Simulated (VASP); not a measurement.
The system is HgSe.

```
Hg Se
1.0
     0.00000    3.03900    3.03900
     3.03900    0.00000    3.03900
     3.03900    3.03900    0.00000
Hg Se
1 1
Direct
  0.00000 0.00000 0.00000
  0.75000 0.75000 0.75000
```

```yaml
Program: VASP 6.6.1
Task: relaxation of cell and atoms
Functional: PBE
Dispersion: D3
Potentials_or_basis: VASP PAW PBE potentials, release 64 (Hg, Se)
Cutoff: 600 eV
k_mesh: 8 × 8 × 8
Occupations: fermi-dirac, width 0.05 eV
Spin: no spin polarisation
```

At the start: pressure 2.5 GPa; volume 28.07 Å³/atom.

Question: Where does the relaxation end?

Answer: Over 6 steps the energy falls by 9.6 meV/atom and the volume is 29.37 Å³/atom (+4.7 %); space group F-43m (No. 216, to 0.05 Å).

Step by step:
```csv
step,energy change (eV),largest force (eV/Å),pressure (GPa),volume (Å³)
1,0.0000,0.0000,2.48,56.13
2,-0.0168,0.0000,-0.77,59.73
3,-0.0192,0.0000,0.07,58.74
4,-0.0192,0.0000,-0.11,58.82
5,-0.0192,0.0000,0.09,58.65
6,-0.0192,0.0000,-0.01,58.75
```

Final structure:
```yaml
crystal:
  lattice:
    - [0.00000, 3.08546, 3.08546]
    - [3.08546, 0.00000, 3.08546]
    - [3.08546, 3.08546, 0.00000]
  atoms:
    - { symbol: Hg, position: [0.00000, 0.00000, 0.00000] }
    - { symbol: Se, position: [0.75000, 0.75000, 0.75000] }
```

Caveat: pairwise dispersion overbinds metals, which lowers pressure and volume.
